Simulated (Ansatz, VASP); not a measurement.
# GaAs (GaAs(110)) in two plane-wave programs, part 3 of 3

Wanted: the spread between two codes on one cell, functional and k mesh. Of the first pair: The structure shown is the end of the VASP relaxation below. Valence electrons are named where the data sets of a main pair hold unlike numbers.

VASP 6.6.1 and Ansatz 0.2.0.

So far: Starting point; VASP: relaxation, PBE; Ansatz: single point, PBE; Differences; Further runs; VASP: band structure, PBE.

### 7. Ansatz: band structure, PBE

Level of this step: Ansatz beside VASP: Kohn-Sham DFT, plane waves, PBE (Ansatz).

The same cell, functional, mesh and smearing now go to Ansatz, which takes its cutoff from its data sets.

File input.yaml:

```yaml
crystal:
  lattice:
    - [4.1956567765, 0.0, 0.0]
    - [0.0, 5.9335547164, 0.0]
    - [0.0, 0.0, 32.0832604436]
  atoms:
    - { symbol: Ga, position: [0.0, 0.0611296027, 0.2645786332] }
    - { symbol: Ga, position: [0.5, 0.4879640829, 0.3096399276] }
    - { symbol: Ga, position: [0.0, 0.9929444524, 0.3750424411] }
    - { symbol: Ga, position: [0.5, 0.4929459869, 0.437033341] }
    - { symbol: Ga, position: [0.0, 0.9950491819, 0.5] }
    - { symbol: Ga, position: [0.5, 0.4929459869, 0.562966659] }
    - { symbol: Ga, position: [0.0, 0.9929444524, 0.6249575589] }
    - { symbol: Ga, position: [0.5, 0.4879640829, 0.6903600724] }
    - { symbol: Ga, position: [0.0, 0.0611296027, 0.7354213668] }
    - { symbol: As, position: [0.0, 0.732784205, 0.3121010363] }
    - { symbol: As, position: [0.5, 0.2609193447, 0.2433701542] }
    - { symbol: As, position: [0.0, 0.7382245782, 0.4376158893] }
    - { symbol: As, position: [0.5, 0.2407009616, 0.3740413672] }
    - { symbol: As, position: [0.0, 0.7382245782, 0.5623841107] }
    - { symbol: As, position: [0.5, 0.2397243896, 0.5] }
    - { symbol: As, position: [0.0, 0.732784205, 0.6878989637] }
    - { symbol: As, position: [0.5, 0.2407009616, 0.6259586328] }
    - { symbol: As, position: [0.5, 0.2609193447, 0.7566298458] }
hamiltonian:
  xc: pbe
  pseudopotentials: { kind: paw }
kpoints:
  mp_grid: { grid: [6, 4, 1] }
  band_path:
    path:
      - [0.0, 0.0, 0.0]
      - [0.07692, 0.0, 0.0]
      - [0.15385, 0.0, 0.0]
      - [0.26923, 0.0, 0.0]
      - [0.34615, 0.0, 0.0]
      - [0.42308, 0.0, 0.0]
      - [0.5, 0.0, 0.0]
      - [0.5, 0.07692, 0.0]
      - [0.5, 0.19231, 0.0]
      - [0.5, 0.26923, 0.0]
      - [0.5, 0.34615, 0.0]
      - [0.5, 0.46154, 0.0]
      - [0.5, 0.5, 0.0]
      - [0.42308, 0.5, 0.0]
      - [0.30769, 0.5, 0.0]
      - [0.23077, 0.5, 0.0]
      - [0.11538, 0.5, 0.0]
      - [0.03846, 0.5, 0.0]
      - [0.0, 0.5, 0.0]
      - [0.0, 0.38462, 0.0]
      - [0.0, 0.30769, 0.0]
      - [0.0, 0.23077, 0.0]
      - [0.0, 0.11538, 0.0]
      - [0.0, 0.03846, 0.0]
      - [0.03846, 0.03846, 0.0]
      - [0.11538, 0.11538, 0.0]
      - [0.19231, 0.19231, 0.0]
      - [0.30769, 0.30769, 0.0]
      - [0.38462, 0.38462, 0.0]
      - [0.5, 0.5, 0.0]
    npoints: 1
scf:
  occupations: { method: gaussian, width: 0.03 }
  n_extra_bands: 15
efield:
  axis: 3
  dipole_correction: true
  ramp_width: 0.04
output:
  forces: true
  eigenvalues: true
```

Command:

```
$ ansatz run input.yaml --threads 8 --pin off --max-ram 18432MiB --backend cpu --events-out ev --progress --plain --runs-dir out
```

Numbers of over 12 decimals in the logs are rounded to 6 here.

The program printed:

```text
[...]
Crystal: 18 atoms, lattice volume = 798.718 Å³
Basis set: ecut = 420 eV, 15463 PW (Γ), exchange–correlation on 60×80×432 points (8 copies of the dense FFT grid, shifted against one another)
Bands: 141, of which v1, the nominal top of the filled ones, is band 126 counted from 1 (125 counted from 0)
Symmetry: 2 space group operations
[...]
k-point 0: bands = [... 122 lower, 1.4591, 1.5195, 1.5214, 1.6058, 2.0874, 2.8532, 3.0898, 3.1746, ... 11 higher]
  k-point 1: bands = [... 122 lower, 1.0697, 1.0857, 1.2424, 1.3409, 2.7379, 2.8123, 3.0444, 3.0511, ... 11 higher]
  k-point 2: bands = [... 122 lower, 0.6497, 0.7004, 0.8813, 0.9108, 2.4465, 2.4971, 2.7846, 2.9914, ... 11 higher]
  k-point 11: bands = [... 122 lower, 0.5043, 0.6751, 0.9400, 1.1515, 2.5970, 3.1813, 3.2108, 4.0823, ... 11 higher]
[key lines of the parts left out:]
SCF converged after 10 iterations
Free energy (F): -77756.639258 eV
Fermi energy:    1.846569 eV
Dipole field:    D = -0.000063 V/Å  (p = -0.000279 e·Å, saw-weighted, corrected)
Work function:   Φ+ = 4.8221 eV   Φ− = 4.8201 eV
```

Elapsed: 1.9 min, on 8 threads of Arm Neoverse N1, shared host; peak memory 5.7 GiB; 15 min of CPU time.

### 8. Differences

What differs besides the data sets and the points named for the pairs above, as far as they apply: the data sets hold 252 valence electrons in Ansatz (on its default PAW (the set named soft_2) files) and 72 in VASP. Total energies have different zeros and are not compared.

Both answers:

| quantity | Ansatz | VASP | difference |
| --- | --- | --- | --- |
| gap over the path points (eV) | 0.482 | 0.510 | -0.028 |

Levels at points of the path, from each program's valence-band top (eV; 4 filled, then empty):

```csv
k (reciprocal lattice),Ansatz,VASP
0.000 0.000 0.000,-0.15 -0.09 -0.08 0.00 0.48 1.25 1.48,-0.14 -0.08 -0.08 0.00 0.51 1.27 1.49
0.077 0.000 0.000,-0.46 -0.38 -0.18 -0.07 1.03 1.60 1.82,-0.46 -0.38 -0.18 -0.06 1.06 1.62 1.83
0.154 0.000 0.000,-0.73 -0.65 -0.43 -0.12 1.64 2.04 2.25,-0.72 -0.65 -0.42 -0.11 1.66 2.06 2.26
0.269 0.000 0.000,-1.23 -0.95 -0.67 -0.26 1.71 1.90 2.12,-1.22 -0.94 -0.66 -0.25 1.72 1.92 2.14
0.346 0.000 0.000,-1.38 -1.04 -0.76 -0.39 1.43 1.57 1.86,-1.37 -1.02 -0.74 -0.38 1.45 1.59 1.88
0.423 0.000 0.000,-1.41 -1.02 -0.79 -0.52 1.24 1.27 1.83,-1.40 -1.01 -0.77 -0.50 1.25 1.27 1.85
0.500 0.000 0.000,-1.39 -0.99 -0.80 -0.58 1.14 1.18 1.76,-1.38 -0.99 -0.77 -0.56 1.15 1.19 1.78
0.500 0.077 0.000,-1.36 -1.00 -0.79 -0.57 1.19 1.19 1.86,-1.34 -0.99 -0.77 -0.55 1.20 1.20 1.87
0.500 0.192 0.000,-1.23 -1.01 -0.75 -0.55 1.29 1.40 2.08,-1.21 -1.00 -0.72 -0.53 1.30 1.41 2.09
0.500 0.269 0.000,-1.12 -1.03 -0.71 -0.52 1.40 1.52 2.17,-1.11 -1.02 -0.69 -0.50 1.41 1.54 2.19
```

At this near-relaxed geometry the largest component of a force difference is 53 meV/Å. Among the levels compared at these points, filled levels agree within 25 meV and empty ones within 30 meV. With vacuum in the cell, a pressure given here is an average over mostly empty space and none of the material.

### 9. What came out

```
r.m.s. force difference (single point, PBE)   : 13 meV/Å
r.m.s. force difference (band structure, PBE) : 13 meV/Å
```

What this shows: The r.m.s. force difference is 13 meV/Å (band structure, PBE), beyond the 12 meV/Å picked in this series as the mark of a large difference. The data sets hold unlike numbers of valence electrons (252 in Ansatz and 72 in VASP), so part of the differences comes from the potentials. For single point, PBE, no further run moves any of the tabulated differences by more than a quarter of its size. What causes the difference of the band structure, PBE pair stays open here. 3 further runs of this series are not shown here. How closely two codes agree says nothing of how well the functional describes the real material.

[Lines on the potential files, build, host, timing and source positions are cut from VASP's logs without a mark.]

[Logs are printed without paths, hosts, clocks, repeated set-up lines and the standing remarks that a program may print on its own settings, such as how far it seeks lower states.]

[Hosts, paths, dates, database ids (printed as entryN), source tags and the programs' standing remarks are cut or masked in the printed files.]
